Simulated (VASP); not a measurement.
# KCl (Fm-3m) in VASP: further runs

Runs on KCl. Level: r2SCAN. Tasks: single point.

Program: VASP 6.6.1. These are calculated values, not measurements. Logs are shortened: lines on timing, memory, paths and dates and some standing lists are left out, and cuts for length are marked.

**The experiment to reproduce.**

A printed reference work, monograph reports, for a bulk crystal of KCl: band gap 8.68 eV.

The results are compared with them further down.

## Step 1: The cell of the first run

The structure is cubic, space group Fm-3m (No. 225). Conventional cell: a = 6.030 Å, b = 6.030 Å, c = 6.030 Å, α = 90.00°, β = 90.00°, γ = 90.00°. Within 4.0 Å of K (site symmetry m-3m) lie 6 Cl at 3.02 Å. Cl (site symmetry m-3m) has 6 K at 3.02 Å within 4.0 Å.

## Step 2: Single point, r2SCAN (27.41 Å³/atom)

The input, POSCAR:

```
KCl
1.0
    0.0000000000      3.0152117675      3.0152117675
    3.0152117675      0.0000000000      3.0152117675
    3.0152117675      3.0152117675      0.0000000000
K Cl
1 1
Direct
    0.0000000000      0.0000000000      0.0000000000
    0.5000000000      0.5000000000      0.5000000000
```

The input, INCAR.step1:

```
SYSTEM = KCl
  ALGO = Normal
  EDIFF = 1E-4
  ENCUT = 520
  GGA = PE
  ISMEAR = 0
  LASPH = .True.
  LCHARG = .False.
  LREAL = .False.
  LWAVE = .True.
  NBANDS = 15
  NELM = 100
  PREC = Accurate
  SIGMA = 0.02
```

The input, INCAR.step2:

```
SYSTEM = KCl
  ALGO = Normal
  EDIFF = 1E-6
  ENCUT = 520
  ISIF = 2
  ISMEAR = 0
  ISTART = 1
  LASPH = .True.
  LCHARG = .False.
  LMIXTAU = .True.
  LREAL = .False.
  LWAVE = .False.
  METAGGA = R2SCAN
  NBANDS = 15
  NELM = 100
  PREC = Accurate
  SIGMA = 0.02
```

The input, KPOINTS:

```
k-points
0
Gamma
  6 6 6
  0 0 0
```

Potentials or basis: VASP PAW PBE potentials, release 64 (K_sv, Cl).

Run with:

```sh
> cat potpaw_PBE.64/K_sv/POTCAR potpaw_PBE.64/Cl/POTCAR > POTCAR
> cp INCAR.step1 INCAR
> mpirun -np 1 vasp_std > vasp.out
> cp INCAR.step2 INCAR
> mpirun -np 1 vasp_std > vasp.out
```

OUTCAR:

```text
SYSTEM = KCl
   EDIFF = 1E-6
   ENCUT = 520
   ISIF = 2
   ISMEAR = 0
   ISTART = 1
   LASPH = .True.
   LREAL = .False.
   METAGGA = R2SCAN
   NELM = 100
   PREC = Accurate

 ion  position               nearest neighbor table
   1  0.000  0.000  0.000-   2 3.02   2 3.02   2 3.02   2 3.02   2 3.02   2 3.02
   2  0.500  0.500  0.500-   1 3.02   1 3.02   1 3.02   1 3.02   1 3.02   1 3.02

  LATTYP: Found a face centered cubic cell.
 ALAT       =     6.0304235350

  Lattice vectors:

 A1 = (   0.0000000000,   3.0152117675,   3.0152117675)
 A2 = (   3.0152117675,   0.0000000000,   3.0152117675)
 A3 = (   3.0152117675,   3.0152117675,   0.0000000000)

Analysis of symmetry for initial positions (statically):
=====================================================================
 Subroutine PRICEL returns:
 Original cell was already a primitive cell.

 Routine SETGRP: Setting up the symmetry group for a
 face centered cubic supercell.

 Subroutine GETGRP returns: Found 48 space group operations
 (whereof 48 operations were pure point group operations)
 out of a pool of 48 trial point group operations.

The static configuration has the point symmetry O_h .

Analysis of symmetry for dynamics (positions and initial velocities):
=====================================================================
 Subroutine PRICEL returns:
 Original cell was already a primitive cell.

 Routine SETGRP: Setting up the symmetry group for a
 face centered cubic supercell.

 Subroutine GETGRP returns: Found 48 space group operations
 (whereof 48 operations were pure point group operations)
 out of a pool of 48 trial point group operations.

The dynamic configuration has the point symmetry O_h .

 Subroutine INISYM returns: Found 48 space group operations
 (whereof 48 operations are pure point group operations),
 and found     1 'primitive' translations

----------------------------------------------------------------------------------------

                                     Primitive cell

  volume of cell :      54.8256

  direct lattice vectors                    reciprocal lattice vectors
     0.000000000  3.015211767  3.015211767    -0.165825832  0.165825832  0.165825832
     3.015211767  0.000000000  3.015211767     0.165825832 -0.165825832  0.165825832
     3.015211767  3.015211767  0.000000000     0.165825832  0.165825832 -0.165825832

  length of vectors
     4.264153375  4.264153375  4.264153375     0.287218766  0.287218766  0.287218766

  position of ions in fractional coordinates (direct lattice)
     0.000000000  0.000000000  0.000000000
     0.500000000  0.500000000  0.500000000

  ion indices of the primitive-cell ions
   primitive index   ion index
                 1           1
                 2           2

----------------------------------------------------------------------------------------

 KPOINTS: k-points

Automatic generation of k-mesh.
 Grid dimensions read from file:
 generate k-points for:    6    6    6

 Generating k-lattice:

  Cartesian coordinates                     Fractional coordinates (reciprocal lattice)
    -0.027637639  0.027637639  0.027637639     0.166666667  0.000000000  0.000000000
     0.027637639 -0.027637639  0.027637639     0.000000000  0.166666667  0.000000000
     0.027637639  0.027637639 -0.027637639     0.000000000  0.000000000  0.166666667

  Length of vectors
     0.047869794  0.047869794  0.047869794

  Shift w.r.t. Gamma in fractional coordinates (k-lattice)
     0.000000000  0.000000000  0.000000000

 Subroutine IBZKPT returns following result:
 ===========================================

 Found     16 irreducible k-points:

 Following reciprocal coordinates:
            Coordinates               Weight
  0.000000  0.000000  0.000000      1.000000
  0.166667  0.000000  0.000000      8.000000
  0.333333  0.000000  0.000000      8.000000
  0.500000  0.000000  0.000000      4.000000
  0.166667  0.166667  0.000000      6.000000
  0.333333  0.166667  0.000000     24.000000
[... 8 lines left out ...]
 -0.333333  0.333333  0.166667     24.000000
 -0.333333  0.500000  0.166667     12.000000
   k-points           NKPTS =     16   k-points in BZ     NKDIM =     16   number of bands    NBANDS=     15
   number of dos      NEDOS =    301   number of ions     NIONS =      2
   total plane-waves  NPLWV =  32768
   dimension x,y,z NGX =    32 NGY =   32 NGZ =   32
   dimension x,y,z NGXF=    64 NGYF=   64 NGZF=   64
   ions per type =               1   1
   NGX,Y,Z   is equivalent  to a cutoff of  12.48, 12.48, 12.48 a.u.
   NGXF,Y,Z  is equivalent  to a cutoff of  24.95, 24.95, 24.95 a.u.
 SYSTEM =  KCl
   PREC   = accura    normal or accurate (medium, high low for compatibility)
   ISTART =      1    job   : 0-new  1-cont  2-samecut
   ICHARG =      0    charge: 1-file 2-atom 10-const
   ISPIN  =      1    spin polarized calculation?
   LNONCOLLINEAR =      F non collinear calculations
   LSORBIT =      F    spin-orbit coupling
   LASPH  =      T    aspherical Exc in radial PAW
   ENCUT  =  520.0 eV  38.22 Ry    6.18 a.u.   7.93  7.93  7.93*2*pi/ulx,y,z
   NELM   =    100;   NELMIN=  2; NELMDL=  0     # of ELM steps
   EDIFF  = 0.1E-05   stopping-criterion for ELM
   LREAL  =      F    real-space projection
   EDIFFG = 0.1E-04   stopping-criterion for IOM
   NSW    =      0    number of steps for IOM
   IBRION =     -1    ionic relax: 0-MD 1-quasi-New 2-CG
   NFREE  =      0    steps in history (QN), initial steepest desc. (CG)
   ISIF   =      2    stress and relaxation
   ISYM   =      2    0-nonsym 1-usesym 2-fastsym
   POTIM  = 0.5000    time-step for ionic-motion
   TEBEG  =    0.0;   TEEND  =   0.0 temperature during run
   PSTRESS=    0.0 pullay stress
   NELECT =      16.0000    total number of electrons
   NUPDOWN=      -1.0000    fix difference up-down
   EMIN   =  10.00;   EMAX   =-10.00  energy-range for DOS
   EFERMI =   0.00;   METHOD = LEGACY
   ISMEAR =     0;   SIGMA  =   0.02  broadening in eV -4-tet -1-fermi 0-gaus
   EFERMI_NEDOS =   21; number of points for ismear=-14 and -15
   IALGO  =     38    algorithm
   IMIX   =      4    mixing-type and parameters
     AMIX     =   0.40;   BMIX     =  1.00
     AMIX_MAG =   1.60;   BMIX_MAG =  1.00
  volume/ion in A,a.u.               =      27.41       184.99
  Fermi-wavevector in a.u.,A,eV,Ry     =   1.085893  2.052040 16.043493  1.179163
  Thomas-Fermi vector in A             =   2.222017
   LORBIT       =      0    0 simple, 1 ext, 2 COOP (PROOUT), +10 PAW based schemes
   METAGGA = R2SCAN    functional components
   LHFCALC =     F    Hartree Fock is set to
   AEXX    =    0.0000 exact exchange contribution
   IVDW    =     0    specifies the selected vdW correction
   LEPSILON=     F    determine dielectric tensor
   LRPA    =     F    only Hartree local field effects (RPA)
 non-spin polarized calculation
 Gauss-broadening in eV      SIGMA  =   0.02
  energy-cutoff  :      520.00
  volume of cell :       54.83
 maximum number of plane-waves:      1492
   NGX = 15   NGY = 15   NGZ = 15

 number of electron      16.0000000 magnetization

 Free energy of the ion-electron system (eV)
  ---------------------------------------------------
  ext. energy  EPLUGINS =         0.00000000
  ---------------------------------------------------
  free energy    TOTEN  =       -16.43479813 eV

  energy without entropy =      -16.43479813  energy(sigma->0) =      -16.43479813

 E-fermi :  -1.4938     XC(G=0):  -8.5396

 val. band max:       -1.7024656004   @ k =   0.0000   0.0000   0.0000
 cond. band min:       4.6203633739   @ k =   0.0000   0.0000   0.0000
 fundamental gap:      6.3228289743
 Fermi energy:        -1.4938314512

 k-point     1 :       0.0000    0.0000    0.0000
  band No.  band energies     occupation
      1     -29.6834      2.00000
      2     -14.5375      2.00000
      3     -12.3768      2.00000
      4     -12.3768      2.00000
      5     -12.3768      2.00000
      6      -1.7025      2.00000
      7      -1.7025      2.00000
      8      -1.7025      2.00000
      9       4.6204      0.00000
     10       7.3509      0.00000
     11       7.3509      0.00000
     12       7.3509      0.00000
     13       8.4711      0.00000
     14       8.4711      0.00000
     15      12.1398      0.00000

 k-point     2 :       0.1667    0.0000    0.0000
  band No.  band energies     occupation
      1     -29.6783      2.00000
      2     -14.6006      2.00000
      3     -12.3795      2.00000
      4     -12.3795      2.00000
      5     -12.2930      2.00000
      6      -2.0829      2.00000
      7      -1.8196      2.00000
      8      -1.8196      2.00000
      9       5.3275      0.00000
     10       7.1681      0.00000
     11       7.7584      0.00000
     12       7.7584      0.00000
     13       8.9454      0.00000
     14       8.9454      0.00000
     15      13.2978      0.00000

 k-point     3 :       0.3333    0.0000    0.0000
  band No.  band energies     occupation
      1     -29.6682      2.00000
      2     -14.7154      2.00000
      3     -12.3849      2.00000
      4     -12.3848      2.00000
      5     -12.1350      2.00000
      6      -2.7174      2.00000
      7      -2.0391      2.00000
      8      -2.0391      2.00000
      9       6.4525      0.00000
     10       7.5024      0.00000
     11       8.8763      0.00000
     12       8.8763      0.00000
     13      10.1384      0.00000
     14      10.1384      0.00000
     15      12.8796      0.00000

 k-point     4 :       0.5000    0.0000    0.0000
  band No.  band energies     occupation
      1     -29.6630      2.00000
      2     -14.7683      2.00000
      3     -12.3875      2.00000
      4     -12.3875      2.00000
      5     -12.0596      2.00000
      6      -2.9939      2.00000
      7      -2.1424      2.00000
      8      -2.1423      2.00000
      9       6.8018      0.00000
     10       8.0402      0.00000
     11      10.0233      0.00000
     12      10.0233      0.00000
     13      10.9235      0.00000
     14      10.9235      0.00000
     15      11.9202      0.00000
[... 163 lines left out ...]
 k-point    14 :       0.5000    0.3333    0.1667
  band No.  band energies     occupation
      1     -29.6619      2.00000
      2     -14.6094      2.00000
      3     -12.4756      2.00000
      4     -12.4316      2.00000
      5     -12.2412      2.00000
      6      -2.6178      2.00000
      7      -2.1093      2.00000
      8      -2.0541      2.00000
      9       6.3798      0.00000
     10       7.3853      0.00000
     11       9.3693      0.00000
     12       9.9787      0.00000
     13      10.3058      0.00000
     14      10.7492      0.00000
     15      11.7014      0.00000

 k-point    15 :      -0.3333    0.3333    0.1667
  band No.  band energies     occupation
      1     -29.6587      2.00000
      2     -14.5917      2.00000
      3     -12.5002      2.00000
      4     -12.4718      2.00000
      5     -12.2296      2.00000
      6      -2.5633      2.00000
      7      -2.2234      2.00000
      8      -2.1482      2.00000
      9       7.0334      0.00000
     10       7.2865      0.00000
     11       9.5595      0.00000
     12       9.7163      0.00000
     13      10.7678      0.00000
     14      11.6792      0.00000
     15      11.7468      0.00000

 k-point    16 :      -0.3333    0.5000    0.1667
  band No.  band energies     occupation
      1     -29.6573      2.00000
      2     -14.4953      2.00000
      3     -12.5719      2.00000
      4     -12.5015      2.00000
      5     -12.3089      2.00000
      6      -2.3584      2.00000
      7      -2.2297      2.00000
      8      -2.1149      2.00000
      9       6.0726      0.00000
     10       8.1919      0.00000
     11       8.8967      0.00000
     12       9.9138      0.00000
     13      10.5901      0.00000
     14      11.3157      0.00000
     15      12.1706      0.00000

------------------------ aborting loop because EDIFF is reached ----------------------------------------

  FORCE on cell =-STRESS in cart. coord.  units (eV):
  Direction    XX          YY          ZZ          XY          YZ          ZX
  --------------------------------------------------------------------------------------
  -------------------------------------------------------------------------------------
  Total        1.1512788      1.1512788      1.1512788     -0.0000000      0.0000000      0.0000000
  in kB       33.6440010     33.6440010     33.6440010     -0.0000000      0.0000000      0.0000000
  external PRESSURE =      33.6440010 kB  Pullay stress =       0.0000000 kB

 VOLUME and BASIS-vectors are now :
 -----------------------------------------------------------------------------
  energy-cutoff  :      520.00
  volume of cell :       54.83
      direct lattice vectors                 reciprocal lattice vectors
     0.000000000  3.015211767  3.015211767    -0.165825832  0.165825832  0.165825832
     3.015211767  0.000000000  3.015211767     0.165825832 -0.165825832  0.165825832
     3.015211767  3.015211767  0.000000000     0.165825832  0.165825832 -0.165825832

 POSITION                                       TOTAL-FORCE (eV/Angst)
 -----------------------------------------------------------------------------------
      0.00000      0.00000      0.00000        -0.000000      0.000000     -0.000000
      3.01521      3.01521      3.01521         0.000000     -0.000000      0.000000
 -----------------------------------------------------------------------------------
    total drift:                                0.000000     -0.000000     -0.000000

  FREE ENERGIE OF THE ION-ELECTRON SYSTEM (eV)
  ---------------------------------------------------
  free  energy   TOTEN  =       -16.4347981266 eV

  energy  without entropy=      -16.4347981266  energy(sigma->0) =      -16.43479813
```

Run time: 92 s. Hardware: 1 thread of Intel Xeon 8259CL, shared host; peak memory 0.18 GiB.

What came out:

```yaml
Free_energy: -16.4348 eV
Pressure: 3.4 GPa
Band_gap_on_the_k_mesh: 6.32 eV
```

Caveat: the cell stands under pressure; the PAW data sets were made with another functional, which shifts forces and pressure a little. r2SCAN opens gaps a little over a GGA but as a rule still falls short of measured ones.

(Continued in part 2 of 3.)
